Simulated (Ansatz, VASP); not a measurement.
**Al2P in VASP and in Ansatz**

```
CELL_PARAMETERS angstrom
6.22975 0.00000 0.00000
0.00000 6.22975 0.00000
0.00000 0.00000 3.08027
ATOMIC_POSITIONS crystal
Al 0.27534 0.27534 0.00000
Al 0.72466 0.72466 0.00000
Al 0.77534 0.22466 0.50000
Al 0.22466 0.77534 0.50000
P 0.00000 0.00000 0.00000
P 0.50000 0.50000 0.50000
```

Change from the starting cell: species swapped into the PmCl2 type (P4_2/mnm, No. 136).

Alike in both runs: functional PBE; k mesh 4 × 4 × 6; occupations gaussian, width 0.1 eV; no spin polarisation.

Ansatz relaxed the structure, and its values are those at the end. VASP's run is a single point on that final structure, the one shown.

```csv
,VASP,Ansatz
version,VASP 6.6.1,Ansatz 0.2.0
potentials or method,"VASP PAW PBE potentials, release 64 (Al, P)","scalar-relativistic, plane waves, PAW"
plane-wave cutoff (eV),520,420
valence electrons in the cell,22,22
```

VASP gave:

* gap on the k mesh at the Fermi level (eV): none
* pressure (GPa): -0.2
* rms of the force components (eV/Å): 0.009

**Question.** What did Ansatz give for the same quantities?

**Answer.** gap on the k mesh at the Fermi level (eV): none; pressure (GPa): -0.1; rms of the force components (eV/Å): 0.008.

A gap of «none» marks a metal or a gap that the smearing closes.
